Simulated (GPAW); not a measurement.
MnS: relaxation of cell and atoms with RPBE+D4

Crystal: MnS.

```
Mn S
1.0
     0.00000    2.47346    2.47346
     2.47346    0.00000    2.47346
     2.47346    2.47346    0.00000
Mn S
1 1
Cartesian
  0.0000 0.0000 0.0000
  3.7102 3.7102 3.7102
```

The cell is a database's computed one.

- Program: GPAW 26.7.0
- Task: relaxation of cell and atoms
- Functional: RPBE
- Dispersion: D4
- Potentials or basis: the program's PAW data sets (release 1.2.1) made for this functional
- Cutoff: 600 eV
- Basis: pw
- k mesh: 9 × 9 × 9
- Occupations: fermi-dirac, width 0.05 eV
- Spin: collinear spin, ferromagnetic start
- Starting moments: [4.0, 0.0] μB
- Maxiter: 150
- Optimizer: BFGS
- Fmax: 0.02 eV/Å
- Max steps: 40
- Convergence: density=1e-05 forces=0.0001

```yaml
Relaxed_volume: 14.75 Å³/atom
Relaxed_cell: a = 3.468 Å, b = 3.468 Å, c = 3.468 Å, α = 60.00°, β = 60.00°, γ = 60.00°
Space_group_after_relaxing_to_0.05_Å: F-43m (No. 216)
Energy_gained_by_relaxing: 4.1 meV/atom
Ionic_steps: 3
Pressure_after_relaxing: 0.1 GPa
Band_gap_on_the_k_mesh: none (metal or under the smearing width)
Net_moment: 0.17 μB per cell
Site_moments: Mn +0.16; S -0.00 μB
Dispersion_energy_per_atom: -0.982 eV
```

The path:
```csv
step,energy change (eV),largest force (eV/Å),pressure (GPa),volume (Å³)
1,0.0000,0.0000,-3.53,30.27
2,-0.0040,0.0000,-2.56,30.05
3,-0.0082,0.0000,0.09,29.50
```

Final structure:
```xyz
2
Lattice="0.0000 2.4525 2.4525 2.4525 0.0000 2.4525 2.4525 2.4525 0.0000" Properties=species:S:1:pos:R:3 pbc="T T T"
Mn    0.0000    0.0000    0.0000
S     3.6788    3.6788    3.6788
```

Levels at points of the mesh, in eV from the Fermi level:
Spin up:
| k point | band 7 | band 8 | band 9 | band 10 | band 11 | band 12 | band 13 | band 14 | band 15 | band 16 |
| --- | --- | --- | --- | --- | --- | --- | --- | --- | --- | --- |
| (0.00, 0.00, 0.00) | -4.83 | -4.83 | -0.92 | -0.92 | 3.89 | 3.89 | 3.89 | 3.94 | 7.89 | 7.89 |
Spin down:
| k point | band 7 | band 8 | band 9 | band 10 | band 11 | band 12 | band 13 | band 14 |
| --- | --- | --- | --- | --- | --- | --- | --- | --- |
| (0.00, 0.00, 0.00) | -4.79 | -4.79 | -0.72 | -0.72 | 3.95 | 3.95 | 3.95 | 3.97 |

Run time: 3.8 min on 1 thread of Arm Neoverse V1, on a shared host, peak memory 0.29 GiB.

Caveat: each step starts from the last one's moments, so a moment once lost doesn't come back; later steps reuse the first step's grids; the moment fell far below its start of 4 μB, so a state of higher moment may lie lower in energy; semilocal functionals often make such compounds metallic where correlation or magnetic order opens a gap, which also shifts bond lengths; pairwise dispersion overbinds metals, which lowers pressure and volume. With open d or f shells a metallic result of RPBE can be an artefact of self-interaction; +U or a hybrid may open a gap.
